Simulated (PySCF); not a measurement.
Dipole moment and polarisability of propionaldehyde

Propionaldehyde, C3H6O.
Atom-mapped SMILES: `[CH3:1][CH2:2][CH:3]=[O:4]` (hydrogens: H5, H6, H7 on C1; H8, H9 on C2; H10 on C3)

Cartesian coordinates in Å at the GFN2-xTB level; atoms count from 1:
```
atom  x, y, z in Å
C1    -1.056    0.509   -0.093
C2     0.021   -0.562   -0.186
C3     1.357   -0.084    0.305
O4     1.600    1.009    0.727
H5    -2.008    0.128   -0.453
H6    -0.776    1.375   -0.688
H7    -1.173    0.833    0.938
H8    -0.251   -1.443    0.402
H9     0.151   -0.899   -1.219
H10    2.145   -0.863    0.245
```

Level: CAM-B3LYP/def2-SVPD (PySCF), static field, nuclei fixed, core orbitals frozen in the response. The polarisability tensor in these axes (au):

```
x   43.68 -0.34  2.44
y   -0.34 43.16  3.15
z    2.44  3.15 35.05
```

Problem. Give the principal values, the mean and the anisotropy Δα = √{½[(α1 − α2)² + (α2 − α3)² + (α1 − α3)²]}.

Solution. Principal values 33.40, 43.79 and 44.70 au; mean 40.63 au = 6.02 Å³ = 6.70 × 10⁻⁴⁰ C²·m²/J; Δα = 10.88 au (27 % of the mean).

Problem. What is the dipole moment, and where does it point?

Solution. (-1.15, -2.38, -1.07) D, 2.85 D in size, pointing from the negative to the positive side. Measured along this direction, the outermost atoms are O4 at the negative end and H8 and H9 at the positive end.

Problem. In a dilute gas of rigid molecules at 273 K, how does the orientational term μ²/3kT compare with the electronic polarisability?

Solution. In Gaussian units μ²/3kT = 71.95 Å³ against 6.02 Å³, a ratio of 11.95; the Debye molar polarisation (4π/3)N_A(α + μ²/3kT) is 196.7 cm³/mol, leaving out the vibrational part.

Problem. Directions of the eigenvectors, and the extent of the frame along each?

Solution. Largest value along (0.69, 0.61, 0.38), where the nuclei span 3.49 Å; middle along (-0.68, 0.73, 0.07), 3.56 Å; least along (-0.23, -0.31, 0.92), 1.77 Å. 

Problem. In TDDFT the mean static polarisability is Σ f/ω² over all singlet excitations (ω in hartree). How much of it do the 8 lowest give? Their energies (eV) and oscillator strengths: 4.41, 0.0002; 7.23, 0.0186; 8.12, 0.0694; 8.46, 0.0072; 8.59, 0.0001; 8.71, 0.0107; 8.73, 0.1213; 8.96, 0.0004.

Solution. They add up to 2.41 au, 5.9 % of the 40.63 au; the largest single term is 1.18 au, from the state at 8.73 eV. Terms in order: 0.01, 0.26, 0.78, 0.07, 0.00, 0.10, 1.18, 0.00 au. Higher excitations give the rest. The strengths listed sum to 0.228.

Problem. What depolarisation ratio follows for Rayleigh scattering of linearly polarised light, taking the static tensor?

Solution. ρ = 3Δα²/(45ᾱ² + 4Δα²) = 354.8/(74281 + 473.1) = 0.00475.

Problem. What would n − 1 = 2πNα be for an ideal gas of these molecules at 500 K and 1 atm, electronic part alone?

Solution. N = p/kT = 1.4678 × 10¹⁹ cm⁻³, so n − 1 = 2π × N × 6.02 × 10⁻²⁴ cm³ = 555 × 10⁻⁶ at long wavelengths.

One conformer (not necessarily the lowest) at the GFN2-xTB geometry, without solvent, vibrations or thermal averaging.
